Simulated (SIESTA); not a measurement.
# SiO2 under changes of volume

One of the cells (8.205 Å³/atom); the others are scaled copies at fixed shape and fractional positions:

```
Si O
1.0
     4.26120    0.00000    0.00000
     0.00000    4.26120    0.00000
     0.00000    0.00000    2.71133
Si O
2 4
Direct
  0.00000 0.00000 0.00000
  0.50000 0.50000 0.50000
  0.80684 0.19316 0.50000
  0.30684 0.30684 0.00000
  0.19316 0.80684 0.50000
  0.69316 0.69316 0.00000
```

The cell comes from a database or a generator and needn't be the stable form of this composition.

| Quantity | Value |
| --- | --- |
| Program | SIESTA 5.4.2 |
| Functional | PBEsol |
| Potentials or basis | PseudoDojo 0.4 standard (PBEsol files) |
| Basis | DZP (energy shift 0.003 Ry) |
| Grid cutoff | 800 Ry |
| Energy shift | 0.003 Ry |
| k mesh | 6 × 6 × 10 |
| Occupations | fermi-dirac, width 0.05 eV |
| Spin | no spin polarisation |

```tsv
volume (Å³/atom)	energy over the lowest point (meV/atom)	pressure (GPa)	gap on the mesh (eV)	largest force (eV/Å)
7.562	?	?	?	?
7.723	5.08	8.5	5.63	0.291
7.884	0.00	1.8	5.25	0.146
8.205	8.46	-9.8	4.56	0.123
8.366	20.91	-14.8	4.23	0.244
8.527	38.04	-19.2	3.92	0.354
```

Task: What does the run at 7.562 Å³/atom give?

Result: Energy over the lowest point 17.30 meV/atom; pressure 16.0 GPa; gap on the mesh 6.01 eV; largest force 0.447 eV/Å.

Worked out: A Birch-Murnaghan fit of order 3 (a polynomial in V^(-2/3)) to the other rows has its minimum at 7.93 Å³/atom with B0 = V·E''(V) = 307 GPa and B' = 4.1 at fixed shape and positions, which overstates the stiffness. It gives 17.33 meV/atom at 7.562 Å³/atom, against the run's 17.30, and -dE/dV = 16.0 GPa, against 16.0. A straight line through the other rows of the gap, of slope -17.3 eV per unit of ln V (its deformation potential), extrapolates to 5.98 eV, against the run's 6.01.

Energies are extrapolated to zero smearing.

Caveats: the basis of atomic orbitals isn't converged, which shifts pressures, moduli and gaps.

A mesh can miss the band edges.
